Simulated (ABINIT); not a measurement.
KTaO3, 5 atoms in the cell. The structure is cubic, space group Pm-3m (No. 221). Conventional cell: a = 3.988 Å, b = 3.988 Å, c = 3.988 Å, α = 90.00°, β = 90.00°, γ = 90.00°. Ta (site symmetry m-3m) has 6 O at 1.99 Å as nearest neighbours. K (site symmetry m-3m) has 12 O at 2.82 Å as nearest neighbours. Around O (site symmetry 4/mmm) lie 2 Ta at 1.99 Å. 

```yaml
Program: ABINIT 10.8.3 (patched build)
Task: single point
Functional: PBE
Potentials_or_basis: PseudoDojo NC SR PBE v0.4.1 standard
Cutoff: 952 eV
k_mesh: 5 × 5 × 5
Occupations: fermi-dirac, width 0.05 eV
Spin: no spin polarisation
```

Potentials or basis: PseudoDojo NC SR PBE v0.4.1 standard.

Launch:

```bash
$ abinit run.abi > log 2>&1
```

Hardware: 1 thread of Arm Neoverse V1 (shared host).

Problem. How long does it take, and how much memory?

Solution. Wall time 55 s on 1 thread of Arm Neoverse V1, on a shared host, peak memory 0.09 GiB. Counts: scf iterations 12, mpi ranks 1, k points 10, bands 24, plane waves 4248.
